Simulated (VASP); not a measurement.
Write the native input for VASP 6.6.1 that does the following.

```
Task                   : single point
Functional             : PBEsol
Potentials or basis    : VASP PAW PBE potentials, release 64 (Zn, O)
Cutoff                 : 520 eV
k mesh                 : 6 × 6 × 6
Occupations            : gaussian, width 0.05 eV
Spin                   : no spin polarisation
Dipole correction      : no
Further INCAR settings : ALGO = Fast; EDIFF = 1e-06; NBANDS = 16
```

The structure of ZnO lies in POSCAR:

```
ZnO
1.0
    2.6454018450      0.0000000000      0.0000000000
    0.0000000000      2.6454018450      0.0000000000
    0.0000000000      0.0000000000      2.6454018450
Zn O
1 1
Direct
    0.0000000000      0.0000000000      0.0000000000
    0.5000000000      0.5000000000      0.5000000000
```

Measurements of this composition are mostly on another form, of space group No. 186.

One way to write it, as run:

INCAR

```
PREC     = Accurate       # precision mode
ENCUT    = 520            # plane-wave cutoff, eV
EDIFF    = 1E-6           # SCF threshold, eV
ISMEAR   = 0              # smearing method
SIGMA    = 0.05           # smearing width, eV
LREAL    = F              # projectors in reciprocal space
LASPH    = T              # aspherical terms in the spheres
NELM     = 60             # most SCF steps
ALGO     = Fast           # electronic algorithm
ISIF     = 2              # what is computed and relaxed
LWAVE    = F              # write WAVECAR
LCHARG   = T              # write CHGCAR
GGA      = PS             # functional
LELF     = T              # ELF
LVHAR    = T            
NBANDS   = 16             # bands
```

KPOINTS

```
regular mesh
0
Gamma
  6 6 6
```

Potentials or basis: VASP PAW PBE potentials, release 64 (Zn, O).

Run with:

```sh
$ cat potpaw_PBE.64/Zn/POTCAR potpaw_PBE.64/O/POTCAR > POTCAR
$ mpirun -np 1 vasp_std > vasp.out
```

It gave:

| Item | Value |
| --- | --- |
| Pressure | 1.4 GPa |
| Band gap on the k mesh | none (metal or under the smearing width) |

Caveat: the k mesh is coarse (spacing up to 0.40 Å⁻¹), so the values aren't converged; the PAW data sets were made with another functional, which shifts forces and pressure a little.

Wall time 4.2 s on 1 thread of Intel(R) Xeon(R) 6975P-C (Granite Rapids), on a shared host, peak memory 0.12 GiB.
